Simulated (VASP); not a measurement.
Crystal: Ti3Al.

```
Ti Al
1.0
     2.92754    0.00000    0.00000
    -1.46377    2.53533    0.00000
     0.00000    0.00000    9.22636
Ti Al
3 1
Direct
  0.33333 0.66667 0.24941
  0.33333 0.66667 0.75059
  0.66667 0.33333 0.00000
  0.66667 0.33333 0.50000
```

The cell comes from a database or a generator and needn't be the stable form of this composition.

| Item | Value |
| --- | --- |
| Program | VASP 6.6.1 |
| Task | single point |
| Functional | PBE |
| Potentials or basis | VASP PAW PBE potentials, release 64 (Ti_sv, Al) |
| Cutoff | 520 eV |
| k mesh | 10 × 10 × 3 |
| Occupations | fermi-dirac, width 0.05 eV |
| Spin | no spin polarisation |

On this cell: pressure 0.1 GPa; largest force 0.011 eV/Å; band gap on the k mesh none (metal or under the smearing width).

The same run follows on a disturbed copy (atoms moved at random, drawn with an rms of 0.05 Å):

```
Ti Al
1.0
     2.92754    0.00000    0.00000
    -1.46377    2.53533    0.00000
     0.00000    0.00000    9.22636
Ti Al
3 1
Direct
  0.35222 0.68057 0.25483
  0.34791 0.69140 0.74630
  0.65209 0.34189 0.00035
  0.66040 0.32153 0.50111
```

**Question.** What changes?

**Answer.** The energy (extrapolated to zero smearing) moves by +8.0 meV/atom; pressure 0.1 GPa; largest force 0.427 eV/Å; band gap on the k mesh none (metal or under the smearing width).

Forces on the atoms (eV/Å):
```
Ti  -0.106 -0.075 -0.353
Ti  -0.035 -0.161  0.395
Ti   0.097  0.036  0.010
Al   0.044  0.200 -0.052
```

Stress tensor (GPa, compression positive):
```
-0.88 -0.63  0.07
-0.63  0.41 -0.12
 0.07 -0.12  0.72
```
